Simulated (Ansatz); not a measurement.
Turn this script for the Ansatz DFT code, driven from Python into the input file that the command-line program reads.

`mgf2.py`
```python
'''Short molecular dynamics of MgF2.'''

import ansatz as az
import numpy as np

cell = (
    az.Lattice.of((4.625, 0.0, 0.0), (0.0, 4.625, 0.0), (0.0, 0.0, 3.052))
    .atom('Mg', (0.0, 0.0, 0.0))
    .atom('Mg', (0.5, 0.5, 0.5))
    .atom('F', (0.303, 0.303, 0.0))
    .atom('F', (0.197, 0.803, 0.5))
    .atom('F', (0.697, 0.697, 0.0))
    .atom('F', (0.803, 0.197, 0.5))
)

# a small cell and a short run: a test of the set-up, no statistics
model = (
    cell.calculation()
    .functional('pbe')
    .basis(41 * az.Ry)
    .kpoints(2, 2, 3)
    .occupations(az.OccupationsMethod.FIXED)
    .md('nvt_langevin', timestep=2.0, steps=15, temperature=100, friction=0.005, initial_velocities='maxwell_boltzmann', seed=179)
)
steps = []


def follow(event):
    if event['event'] != 'md_step':
        return
    row = event['data']
    steps.append(row)
    print(f't = {row["time_fs"]:6.1f} fs  E_pot = {row["lagrangian_ev"]:.4f} eV  E_kin = {row["e_kin_ev"]:.4f} eV  T = {row["temperature_k"]:7.1f} K')


res = model.session().plan(threads=1).execute(on_event=follow)
summary = res.report

temperature = np.array([s['temperature_k'] for s in steps])
print(f'mean temperature of the second half {temperature[len(steps) // 2 :].mean():.1f} K')

track = np.array([s['positions_ang'] for s in steps])
names = np.array([site.symbol for site in res.lattice.sites])
for name in sorted(set(names)):
    msd = ((track[:, names == name] - track[0, names == name]) ** 2).sum(axis=2).mean(axis=1)
    print(f'mean square displacement of {name} (A^2):', np.round(msd[:: max(len(msd) // 6, 1)], 4))

print('last positions (A) and velocities (A/fs)')
for site, xyz, vel in zip(res.lattice.sites, steps[-1]['positions_ang'], steps[-1]['velocities_ang_fs']):
    print(f'{site.symbol:2s}', ' '.join(f'{v:8.4f}' for v in xyz), ' ', ' '.join(f'{v:9.5f}' for v in vel))
```

```console
$ python mgf2.py
DeckWarning: md: disabling space-group detection — thermal motion breaks the input geometry's symmetry, so no spatial operation reduces the k-mesh or symmetrises the density; time reversal is kept, so that k and −k are solved as one point where they differ and the mesh holds both, and exact exchange and, on two spinor [...]
t =    0.0 fs  E_pot = -7091.0799 eV  E_kin = 0.0646 eV  T =    83.3 K
t =    2.0 fs  E_pot = -7091.0787 eV  E_kin = 0.0567 eV  T =    73.2 K
t =    4.0 fs  E_pot = -7091.0755 eV  E_kin = 0.0499 eV  T =    64.4 K
t =    6.0 fs  E_pot = -7091.0709 eV  E_kin = 0.0455 eV  T =    58.6 K
t =    8.0 fs  E_pot = -7091.0651 eV  E_kin = 0.0424 eV  T =    54.6 K
t =   10.0 fs  E_pot = -7091.0590 eV  E_kin = 0.0329 eV  T =    42.4 K
t =   12.0 fs  E_pot = -7091.0536 eV  E_kin = 0.0254 eV  T =    32.8 K
t =   14.0 fs  E_pot = -7091.0490 eV  E_kin = 0.0244 eV  T =    31.4 K
t =   16.0 fs  E_pot = -7091.0456 eV  E_kin = 0.0202 eV  T =    26.0 K
t =   18.0 fs  E_pot = -7091.0434 eV  E_kin = 0.0193 eV  T =    24.8 K
t =   20.0 fs  E_pot = -7091.0419 eV  E_kin = 0.0164 eV  T =    21.2 K
t =   22.0 fs  E_pot = -7091.0410 eV  E_kin = 0.0154 eV  T =    19.9 K
t =   24.0 fs  E_pot = -7091.0412 eV  E_kin = 0.0140 eV  T =    18.0 K
t =   26.0 fs  E_pot = -7091.0422 eV  E_kin = 0.0140 eV  T =    18.0 K
t =   28.0 fs  E_pot = -7091.0443 eV  E_kin = 0.0205 eV  T =    26.4 K
t =   30.0 fs  E_pot = -7091.0472 eV  E_kin = 0.0290 eV  T =    37.4 K
mean temperature of the second half 24.0 K
mean square displacement of F (A^2): [0.     0.0001 0.0003 0.0006 0.001  0.0013 0.0017 0.002 ]
mean square displacement of Mg (A^2): [0.     0.0002 0.0008 0.0015 0.0021 0.0025 0.0027 0.0026]
last positions (A) and velocities (A/fs)
Mg   0.0469   0.0079   0.0304    -0.00139  -0.00226   0.00036
Mg   2.3076   2.3149   1.4869     0.00101  -0.00129   0.00093
F    1.4205   1.3902  -0.0033     0.00198   0.00089  -0.00155
F    0.9126   3.7084   1.5837    -0.00082   0.00023   0.00129
F    3.1841   3.2690  -0.0323     0.00088   0.00126  -0.00064
F    3.7260   0.9157   1.5195     0.00073   0.00075   0.00154
```
(Warnings from the package without file and line, shortened.)

`input.yaml`:
```yaml
crystal:
  lattice:
    - [4.625, 0.0, 0.0]
    - [0.0, 4.625, 0.0]
    - [0.0, 0.0, 3.052]
  atoms:
    - { symbol: Mg, position: [0.0, 0.0, 0.0] }
    - { symbol: Mg, position: [0.5, 0.5, 0.5] }
    - { symbol: F, position: [0.303, 0.303, 0.0] }
    - { symbol: F, position: [0.197, 0.803, 0.5] }
    - { symbol: F, position: [0.697, 0.697, 0.0] }
    - { symbol: F, position: [0.803, 0.197, 0.5] }
basis:
  ecutwfc: 557.833418042754
kpoints:
  mp_grid:
    grid: [2, 2, 3]
hamiltonian:
  xc: pbe
scf:
  occupations:
    method: fixed
md:
  timestep: 2.0
  n_steps: 15
  ensemble: nvt_langevin
  temperature: 100.0
  friction: 0.005
  initial_velocities: maxwell_boltzmann
  seed: 179
```

Notes:
- Absolute energies stand on the zero of these potentials, so only differences at equal settings mean something. A total without «per atom» is that of the cell as typed.
- Energy and stress may still move on a finer k-point mesh.
- The starting cell is as deposited in a crystallographic database; the results hold for this polymorph, which needn't be the stable one.
- A small cell, a coarse mesh and a very short run: it shows the set-up and gives no equilibrium averages.
- It ran for 17 s on 1 thread of Arm Neoverse V2, on a shared host, peak memory 0.37 GiB.

(Lines on the test bed's own set-up are left out of the output.)
